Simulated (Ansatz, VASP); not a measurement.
# One calculation of Si2Mo, two programs

Contents of INCAR:

```
PREC = Accurate
ENCUT = 520
EDIFF = 1E-7
ISMEAR = -1
SIGMA = 0.05
LREAL = F
LASPH = T
NELM = 60
ALGO = Normal
ISIF = 2
LWAVE = F
LCHARG = F
GGA = PE
NBANDS = 43
```

File KPOINTS:

```
Automatic mesh
0
Gamma
  5 5 3
```

The input POSCAR:

```
Si2Mo
1.0
    4.6771809911      0.0000000000      0.0000000000
   -2.3385904956      3.9711348592      0.0000000000
    0.0000000000      0.0000000000      6.5797601000
Mo Si
3 6
Direct
    0.5000000000      0.5000000000      0.8333333333
    0.0000000000      0.5000000000      0.1666666667
    0.5000000000      0.0000000000      0.5000000000
    0.1638729800      0.3277459600      0.5000000000
    0.6722540400      0.8361270200      0.1666666667
    0.8361270200      0.1638729800      0.8333333333
    0.8361270200      0.6722540400      0.5000000000
    0.3277459600      0.1638729800      0.1666666667
    0.1638729800      0.8361270200      0.8333333333
```

File input.yaml:

```yaml
crystal:
  lattice:
    - [4.6771809911, 0.0, 0.0]
    - [-2.3385904956, 3.9711348592, 0.0]
    - [0.0, 0.0, 6.5797601]
  atoms:
    - { symbol: Mo, position: [0.5, 0.5, 0.8333333333] }
    - { symbol: Mo, position: [0.0, 0.5, 0.1666666667] }
    - { symbol: Mo, position: [0.5, 0.0, 0.5] }
    - { symbol: Si, position: [0.16387298, 0.32774596, 0.5] }
    - { symbol: Si, position: [0.67225404, 0.83612702, 0.1666666667] }
    - { symbol: Si, position: [0.83612702, 0.16387298, 0.8333333333] }
    - { symbol: Si, position: [0.83612702, 0.67225404, 0.5] }
    - { symbol: Si, position: [0.32774596, 0.16387298, 0.1666666667] }
    - { symbol: Si, position: [0.16387298, 0.83612702, 0.8333333333] }
hamiltonian:
  xc: pbe
  pseudopotentials: { kind: paw }
kpoints:
  mp_grid: { grid: [5, 5, 3] }
scf:
  occupations: { method: fermi_dirac, width: 0.05 }
output:
  forces: true
  stress: true
  eigenvalues: true
```

Change from the starting cell: strain = 0.02.

Alike in both runs: task single point; functional PBE; k mesh 5 × 5 × 3; occupations fermi-dirac, width 0.05 eV; no spin polarisation.

```csv
,VASP,Ansatz
version,VASP 6.6.1,Ansatz 0.2.0
potentials or method,"VASP PAW PBE potentials, release 64 (Mo_sv, Si)",Ansatz PAW
plane-wave cutoff (eV),520,420
valence electrons in the cell,66,66
```

Ansatz gave:

- gap on the k mesh at the Fermi level (eV): 0.58
- least direct gap on the mesh (eV): 0.83
- pressure (GPa): -0.5
- largest component of the traceless stress (GPa): 3.90
- rms of the force components (eV/Å): 0.011

Problem. Estimate VASP's values.

Solution. gap on the k mesh at the Fermi level (eV): 0.57; least direct gap on the mesh (eV): 0.83; pressure (GPa): -0.4; largest component of the traceless stress (GPa): 3.90; rms of the force components (eV/Å): 0.010.

Atom by atom the forces differ by 0.002 eV/Å (rms over components). The functional is the same, so the differences come from potentials, cutoffs and numerics.

Caveats: an odd mesh through Γ misses points on the zone boundary, where band edges often lie (VASP); odd divisions of the mesh miss points on the zone boundary, where band edges often lie, so the gap on the mesh can be too wide (Ansatz).
